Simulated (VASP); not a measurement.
# AlN (P6_3mc) in VASP: phonons with LDA

Aim: the phonons of AlN with LDA.

Program: VASP 6.6.1. These are calculated values, not measurements. Logs are shortened: lines on timing, memory, paths and dates and some standing lists are left out, and cuts for length are marked.

## Step 1: Starting point

The structure is hexagonal, space group P6_3mc (No. 186). Conventional cell: a = 3.091 Å, b = 3.091 Å, c = 4.948 Å, α = 90.00°, β = 90.00°, γ = 120.00°. Around Al (site symmetry 3m) lie 4 N at 1.88 to 1.89 Å. N (site symmetry 3m) has 4 Al at 1.88 to 1.89 Å as nearest neighbours.

The cell was built by a generator and needn't be a form met in nature.

## Step 2: Phonons, LDA

Input file POSCAR:

```
AlN
1.0
    3.0912950000      0.0000000000      0.0000000000
   -1.5456475000      2.6771400006      0.0000000000
    0.0000000000      0.0000000000      4.9478700000
Al N
2 2
Direct
    0.3333333333      0.6666666667      0.0000000000
    0.6666666667      0.3333333333      0.5000000000
    0.3333333333      0.6666666667      0.3819520000
    0.6666666667      0.3333333333      0.8819520000
```

Input file INCAR.step1:

```
PREC     = Accurate       # precision mode
ENCUT    = 600            # plane-wave cutoff, eV
EDIFF    = 1E-8           # SCF threshold, eV
ISMEAR   = 0              # smearing method
SIGMA    = 0.05           # smearing width, eV
LREAL    = F              # projectors in reciprocal space
LASPH    = T              # aspherical terms in the spheres
NELM     = 80             # most SCF steps
ALGO     = Fast           # electronic algorithm
ISIF     = 3              # what is computed and relaxed
LWAVE    = F              # write WAVECAR
LCHARG   = F              # write CHGCAR
GGA      = CA             # functional
IBRION   = 2              # ionic algorithm
NSW      = 40             # ionic steps
EDIFFG   = -0.002         # ionic threshold
```

Input file INCAR.step2:

```
PREC     = Accurate       # precision mode
ENCUT    = 600            # plane-wave cutoff, eV
EDIFF    = 1E-8           # SCF threshold, eV
ISMEAR   = 0              # smearing method
SIGMA    = 0.05           # smearing width, eV
LREAL    = F              # projectors in reciprocal space
LASPH    = T              # aspherical terms in the spheres
NELM     = 80             # most SCF steps
ALGO     = Fast           # electronic algorithm
ISIF     = 2              # what is computed and relaxed
LWAVE    = F              # write WAVECAR
LCHARG   = F              # write CHGCAR
GGA      = CA             # functional
IBRION   = 6              # ionic algorithm
NFREE    = 2            
POTIM    = 0.015          # step
NSW      = 1              # ionic steps
```

Input file KPOINTS:

```
regular mesh
0
Gamma
  9 9 6
```

Potentials or basis: VASP PAW LDA potentials, release 64 (Al, N).

On the command line:

```bash
$ cat potpaw_LDA.64/Al/POTCAR potpaw_LDA.64/N/POTCAR > POTCAR
$ cp INCAR.step1 INCAR
$ mpirun -np 1 vasp_std > vasp.out
$ cp CONTCAR POSCAR
$ cp INCAR.step2 INCAR
$ mpirun -np 1 vasp_std > vasp.out
```

OUTCAR:

```text
PREC = Accurate
   ENCUT = 600
   EDIFF = 1E-8
   ISMEAR = 0
   LREAL = F
   LASPH = T
   NELM = 80
   ISIF = 2
   GGA = CA
   IBRION = 6
   NFREE = 2
   POTIM = 0.015
   NSW = 1

 ion  position               nearest neighbor table
   1  0.333  0.667  0.000-   4 1.88   4 1.88   4 1.88   3 1.89   2 3.05   2 3.05   2 3.05   2 3.05
                             2 3.05   2 3.05
   2  0.667  0.333  0.500-   3 1.88   3 1.88   3 1.88   4 1.89   1 3.05   1 3.05   1 3.05   1 3.05
                             1 3.05   1 3.05
   3  0.333  0.667  0.382-   2 1.88   2 1.88   2 1.88   1 1.89
   4  0.667  0.333  0.882-   1 1.88   1 1.88   1 1.88   2 1.89

  LATTYP: Found a hexagonal cell.
 ALAT       =     3.0912950000
 C/A-ratio  =     1.6005816333

  Lattice vectors:

 A1 = (   3.0912950000,   0.0000000000,   0.0000000000)
 A2 = (  -1.5456475000,   2.6771400006,   0.0000000000)
 A3 = (   0.0000000000,   0.0000000000,   4.9478700000)

Analysis of symmetry for initial positions (statically):
=====================================================================
 Subroutine PRICEL returns:
 Original cell was already a primitive cell.

 Routine SETGRP: Setting up the symmetry group for a
 hexagonal supercell.

 Subroutine GETGRP returns: Found 12 space group operations
 (whereof  6 operations were pure point group operations)
 out of a pool of 24 trial point group operations.

The static configuration has the point symmetry C_3v.
 The point group associated with its full space group is C_6v.

Analysis of symmetry for dynamics (positions and initial velocities):
=====================================================================
 Subroutine PRICEL returns:
 Original cell was already a primitive cell.

 Routine SETGRP: Setting up the symmetry group for a
 hexagonal supercell.

 Subroutine GETGRP returns: Found 12 space group operations
 (whereof  6 operations were pure point group operations)
 out of a pool of 24 trial point group operations.

The dynamic configuration has the point symmetry C_3v.
 The point group associated with its full space group is C_6v.

 Subroutine INISYM returns: Found 12 space group operations
 (whereof  6 operations are pure point group operations),
 and found     1 'primitive' translations

----------------------------------------------------------------------------------------

                                     Primitive cell

  volume of cell :      40.9477

  direct lattice vectors                    reciprocal lattice vectors
     3.091295000  0.000000000  0.000000000     0.323489023  0.186766475  0.000000000
    -1.545647500  2.677140001  0.000000000     0.000000000  0.373532949  0.000000000
     0.000000000  0.000000000  4.947870000     0.000000000  0.000000000  0.202107169

  length of vectors
     3.091295000  3.091295000  4.947870000     0.373532949  0.373532949  0.202107169

  position of ions in fractional coordinates (direct lattice)
     0.333333333  0.666666667  0.000000000
     0.666666667  0.333333333  0.500000000
     0.333333333  0.666666667  0.381952000
     0.666666667  0.333333333  0.881952000

  ion indices of the primitive-cell ions
   primitive index   ion index
                 1           1
                 2           2
                 3           3
                 4           4

----------------------------------------------------------------------------------------

 KPOINTS: regular mesh

Automatic generation of k-mesh.
 Grid dimensions read from file:
 generate k-points for:    9    9    6
[... 81 lines left out ...]
   IALGO  =     68    algorithm
   IMIX   =      4    mixing-type and parameters
     AMIX     =   0.40;   BMIX     =  1.00
     AMIX_MAG =   1.60;   BMIX_MAG =  1.00
  volume/ion in A,a.u.               =      10.24        69.08
  Fermi-wavevector in a.u.,A,eV,Ry     =   1.196846  2.261711 19.489529  1.432440
  Thomas-Fermi vector in A             =   2.332776
   LORBIT       =      0    0 simple, 1 ext, 2 COOP (PROOUT), +10 PAW based schemes
   GGA     = CA    functional components
   LHFCALC =     F    Hartree Fock is set to
   AEXX    =    0.0000 exact exchange contribution
   IVDW    =     0    specifies the selected vdW correction
   LEPSILON=     F    determine dielectric tensor
   LRPA    =     F    only Hartree local field effects (RPA)
 finite differences with symmetry
 non-spin polarized calculation
 RMM-DIIS sequential band-by-band and
 Gauss-broadening in eV      SIGMA  =   0.05
  energy-cutoff  :      600.00
  volume of cell :       40.95
 maximum number of plane-waves:      1387
 NGX is ok and might be reduce to    28
   NGX = 13   NGY = 13   NGZ = 19

--------------------------------------- Ionic step        1  -------------------------------------------

 number of electron      15.9999999 magnetization

 Free energy of the ion-electron system (eV)
  ---------------------------------------------------
  ext. energy  EPLUGINS =         0.00000000
  ---------------------------------------------------
  free energy    TOTEN  =       -32.84253164 eV

  energy without entropy =      -32.84253164  energy(sigma->0) =      -32.84253164

------------------------ aborting loop because EDIFF is reached ----------------------------------------

  FORCE on cell =-STRESS in cart. coord.  units (eV):
  Direction    XX          YY          ZZ          XY          YZ          ZX
  --------------------------------------------------------------------------------------
  -------------------------------------------------------------------------------------
  Total        0.0002439      0.0002439     -0.0008172      0.0000000      0.0000000      0.0000000
  in kB        0.0095435      0.0095435     -0.0319758      0.0000000      0.0000000      0.0000000
  external PRESSURE =      -0.0042962 kB  Pullay stress =       0.0000000 kB
[... 291 lines left out ...]
--------------------------------------- Ionic step        9  -------------------------------------------

 number of electron      16.0000000 magnetization

 Free energy of the ion-electron system (eV)
  ---------------------------------------------------
  ext. energy  EPLUGINS =         0.00000000
  ---------------------------------------------------
  free energy    TOTEN  =       -32.84019814 eV

  energy without entropy =      -32.84019814  energy(sigma->0) =      -32.84019814

 E-fermi :   6.2894     XC(G=0): -11.3319

 val. band max:        6.0637836797   @ k =   0.0000   0.0000   0.0000
 cond. band min:      10.4868798108   @ k =   0.0000   0.0000   0.0000
 fundamental gap:      4.4230961311
 Fermi energy:         6.2894414374

 k-point     1 :       0.0000    0.0000    0.0000
  band No.  band energies     occupation
      1      -9.0685      2.00000
      2      -6.7821      2.00000
      3      -0.0616      2.00000
      4       5.2110      2.00000
      5       5.2110      2.00000
      6       5.8722      2.00000
      7       5.8722      2.00000
      8       6.0638      2.00000
      9      10.4869      0.00000
     10      12.7922      0.00000
     11      16.7032      0.00000
     12      17.1715      0.00000
[... 331 lines left out ...]
 k-point    24 :       0.3333    0.3333    0.1667
  band No.  band energies     occupation
      1      -6.3998      2.00000
      2      -6.3960      2.00000
      3       1.2421      2.00000
      4       1.8274      2.00000
      5       1.8363      2.00000
      6       3.3171      2.00000
      7       4.1479      2.00000
      8       4.1706      2.00000
      9      11.3890      0.00000
     10      14.3387      0.00000
     11      15.1462      0.00000
     12      15.2652      0.00000

 [... further k-points ...]

------------------------ aborting loop because EDIFF is reached ----------------------------------------

  FORCE on cell =-STRESS in cart. coord.  units (eV):
  Direction    XX          YY          ZZ          XY          YZ          ZX
  --------------------------------------------------------------------------------------
  -------------------------------------------------------------------------------------
  Total       -0.0868739     -0.0868739      0.2047372      0.0000000      0.0000000      0.0000000
  in kB       -3.3991496     -3.3991496      8.0108305      0.0000000      0.0000000      0.0000000
  external PRESSURE =       0.4041771 kB  Pullay stress =       0.0000000 kB
[... 19 lines left out ...]
  FREE ENERGIE OF THE ION-ELECTRON SYSTEM (eV)
  ---------------------------------------------------
  free  energy   TOTEN  =       -32.8401981418 eV

  energy  without entropy=      -32.8401981418  energy(sigma->0) =      -32.84019814

 INTERNAL STRAIN TENSORS FROM DISPLACED ATOMS
 ============================================

 INTERNAL STRAIN TENSOR FOR ION    1 for displacements in x,y,z  (eV/Angst):
          X           Y           Z          XY          YZ          ZX
  --------------------------------------------------------------------------------
  x     0.00000     0.00000     0.00000    -9.55112    -0.00000    -5.66569
  y    -9.55112     9.55112     0.00000    -0.00000    -5.66569     0.00000
  z    -5.89508    -5.89508    13.07820     0.00000     0.00000     0.00000

 INTERNAL STRAIN TENSOR FOR ION    4 for displacements in x,y,z  (eV/Angst):
          X           Y           Z          XY          YZ          ZX
  --------------------------------------------------------------------------------
  x     0.00000     0.00000     0.00000    11.14190     0.00000     5.66875
  y    11.14190   -11.14190     0.00000     0.00000     5.66876     0.00000
  z     5.90249     5.90249   -13.08011    -0.00000    -0.00000     0.00000

 Eigenvectors and eigenvalues of the dynamical matrix
 ----------------------------------------------------

   1 f  =   21.937727 THz   137.838804 2PiTHz  731.763805 cm-1    90.727108 meV
             X         Y         Z           dx          dy          dz
     -0.000000  1.784760  0.000000    -0.000000   -0.000000    0.007929
      1.545648  0.892380  2.473935    -0.000000   -0.000000   -0.007929
     -0.000000  1.784760  1.889849     0.000000    0.000000   -0.707062
      1.545648  0.892380  4.363784     0.000000    0.000000    0.707062
[... 71 lines left out ...]
  12 f/i=    0.001033 THz     0.006490 2PiTHz    0.034456 cm-1     0.004272 meV
             X         Y         Z           dx          dy          dz
     -0.000000  1.784760  0.000000    -0.344797   -0.458607   -0.000000
      1.545648  0.892380  2.473935    -0.344797   -0.458607   -0.000000
     -0.000000  1.784760  1.889849    -0.248352   -0.330327   -0.000000
      1.545648  0.892380  4.363784    -0.248352   -0.330327   -0.000000

 ELASTIC MODULI CONTR FROM IONIC RELAXATION (kBar)
 Direction    XX          YY          ZZ          XY          YZ          ZX
 --------------------------------------------------------------------------------
 XX        -785.8978    373.8279    456.8337     -0.0000      0.0000     -0.0000
 YY         373.8279   -785.8978    456.8337      0.0000     -0.0000      0.0000
 ZZ         456.8337    456.8337  -1012.9203      0.0000     -0.0000      0.0000
 XY          -0.0000      0.0000      0.0000   -579.8629     -0.0000      0.0000
 YZ           0.0000     -0.0000     -0.0000     -0.0000   -159.3792     -0.0000
 ZX          -0.0000      0.0000      0.0000      0.0000     -0.0000   -159.3792
 --------------------------------------------------------------------------------
```

Wall time 4 min (1 thread of Intel Xeon 6975P-C (Granite Rapids), shared host); peak memory 0.35 GiB.

What came out:

```yaml
Highest_phonon_frequency_at_Γ_LO-TO_splitting_left_out: 732 cm⁻¹
```

Phonon frequencies in cm⁻¹ (negative: imaginary):
```csv
q point,frequencies
"(0.000, 0.000, 0.000)",0 0 0 239 239 554 624 671 671 682 682 732
```
